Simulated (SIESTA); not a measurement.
Slab: Hg, a slab with vacuum.

```
Hg
1.0
     3.60580    0.00000    0.00000
     1.79952    3.12466    0.00000
     0.00000    0.00000   29.04850
Hg
6
Direct
  0.33434 0.33434 0.25819
  0.66925 0.66925 0.35594
  0.33378 0.33378 0.45112
  0.66869 0.66869 0.54888
  0.00360 0.00360 0.64663
  0.66812 0.66812 0.74181
```

The slab is cut from a database's or a generator's crystal, which needn't be the stable form of the element.

Base run:

```yaml
Program: SIESTA 5.4.2
Functional: PW91
Potentials_or_basis: PseudoDojo 0.4 standard (PBE files)
Basis: DZP (energy shift 0.003 Ry; two zetas on semicore shells)
Grid_cutoff: 800 Ry
Energy_shift: 0.003 Ry
k_mesh: 9 × 9 × 1
Occupations: fermi-dirac, width 0.05 eV
Spin: no spin polarisation
```

Its results: band gap on the k mesh 0.84 eV, indirect (least direct gap 1.30 eV); largest force 0.194 eV/Å.

Q: The run is repeated on the same cell with these changes: functional from PW91 to BLYP. What comes out?

A: Band gap on the k mesh 0.98 eV, indirect (least direct gap 1.42 eV); largest force 0.104 eV/Å.

Caveats: the valence orbitals were made in a potential fitted to the semicore shell under them, which widens gaps by tenths of an eV or more; the potentials were made for another functional, which shifts forces and pressure; spin-orbit coupling is left out, which moves the levels of the heavy elements; the basis of atomic orbitals isn't converged, which shifts pressures, moduli and gaps.

A k mesh can miss the band edges.
